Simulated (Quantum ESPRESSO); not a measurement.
Ni:

```
CELL_PARAMETERS angstrom
-1.38372 1.38372 1.38372
1.38372 -1.38372 1.38372
1.38372 1.38372 -1.38372
ATOMIC_POSITIONS crystal
Ni 0.00000 0.00000 0.00000
```

This isn't the form of Ni at room conditions, which is fcc.

Base run:

- Program: Quantum ESPRESSO 7.5
- Functional: PBEsol
- Potentials or basis: GBRV 1.5 PBEsol
- Cutoff: 612 eV
- Density cutoff: 4898 eV
- k mesh: 13 × 13 × 13
- Occupations: fermi-dirac, width 0.05 eV
- Spin: collinear spin, ferromagnetic start
- Starting moments: [1.0] μB
- Hubbard terms: Ni d U = 5 eV

Its results: band gap on the k mesh none (metal or under the smearing width); pressure -5.4 GPa; net moment 0.63 μB per cell; site moments Ni +0.68 μB.

Q: The run is repeated on the same cell with these changes: hubbard terms from Ni d U = 5 eV to Ni d U = 1 eV. What comes out?

A: Band gap on the k mesh none (metal or under the smearing width); pressure -3.4 GPa; net moment 0.62 μB per cell; site moments Ni +0.65 μB.

Caveats: the U is typed as a test and isn't derived for this compound.

Not every run made on this cell is shown here.
